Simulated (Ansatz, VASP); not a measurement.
## One calculation of BAs, two programs

The input POSCAR:

```
BAs
1.0
    0.0000000000      2.3918676041      2.3918676041
    2.3918676041      0.0000000000      2.3918676041
    2.3918676041      2.3918676041      0.0000000000
B As
1 1
Direct
    0.0000000000      0.0000000000      0.0000000000
    0.2500000000      0.2500000000      0.2500000000
```

INCAR.step1

```
ALGO     = Normal         # electronic algorithm
EDIFF    = 1E-4           # SCF threshold, eV
ENCUT    = 520            # plane-wave cutoff, eV
GGA      = PE             # functional
ISMEAR   = 0              # smearing method
LASPH    = T              # aspherical terms in the spheres
LCHARG   = F              # write CHGCAR
LREAL    = F              # projectors in reciprocal space
LWAVE    = T              # write WAVECAR
NBANDS   = 11             # bands
NELM     = 80             # most SCF steps
PREC     = Accurate       # precision mode
SIGMA    = 0.01           # smearing width, eV
```

The input INCAR.step2:

```
ALGO     = Normal         # electronic algorithm
EDIFF    = 1E-6           # SCF threshold, eV
ENCUT    = 520            # plane-wave cutoff, eV
ISIF     = 2              # what is computed and relaxed
ISMEAR   = 0              # smearing method
ISTART   = 1            
LASPH    = T              # aspherical terms in the spheres
LCHARG   = F              # write CHGCAR
LMIXTAU  = T            
LREAL    = F              # projectors in reciprocal space
LWAVE    = F              # write WAVECAR
METAGGA  = R2SCAN         # meta-GGA
NBANDS   = 11             # bands
NELM     = 80             # most SCF steps
PREC     = Accurate       # precision mode
SIGMA    = 0.01           # smearing width, eV
```

File KPOINTS:

```
k-points
0
Gamma
  10 10 10
```

Input for Ansatz:

```yaml
crystal:
  lattice:
    - [0.0, 2.3918676041, 2.3918676041]
    - [2.3918676041, 0.0, 2.3918676041]
    - [2.3918676041, 2.3918676041, 0.0]
  atoms:
    - { symbol: B, position: [0.0, 0.0, 0.0] }
    - { symbol: As, position: [0.25, 0.25, 0.25] }
kpoints:
  mp_grid: { grid: [10, 10, 10] }
  band_path:
    path:
      - [0.0, 0.0, 0.0]
      - [-0.5, -0.5, 0.0]
      - [-0.375, -0.375, 0.25]
      - [-0.375, 0.0, 0.375]
      - [0.0, 0.0, 0.5]
      - [-0.5, -0.25, 0.25]
      - [0.0, 0.398437, 0.398438]
    npoints: 1
hamiltonian:
  xc: r2scan
scf:
  occupations: { method: fixed }
  n_extra_bands: 4
output:
  forces: true
  stress: true
  eigenvalues: true
```

The cell was built by a generator and needn't be a form met in nature.

Alike in both runs: task single point; functional r2SCAN; k mesh 10 × 10 × 10; no spin polarisation.

|  | VASP | Ansatz |
| --- | --- | --- |
| version | VASP 6.6.1 | Ansatz 0.2.0 |
| potentials or method | VASP PAW PBE potentials, release 64 (B, As) | plane waves, PAW |
| plane-wave cutoff (eV) | 520 | 500 |
| occupations | gaussian, width 0.01 eV | fixed |
| valence electrons in the cell | 8 | 18 |

|  | VASP | Ansatz | Ansatz less VASP |
| --- | --- | --- | --- |
| gap on the k mesh at the Fermi level (eV) | 1.37 | 1.37 | 0.000 |
| pressure (GPa) | 0.3 | 0.0 | -0.24 |

The two sets of potentials don't hold the same shells in valence.

Caveats: the PAW data sets were made with another functional, which shifts forces and pressure a little (VASP). A k mesh can miss the band edges. r2SCAN opens gaps a little over a GGA but as a rule still falls short of measured ones.
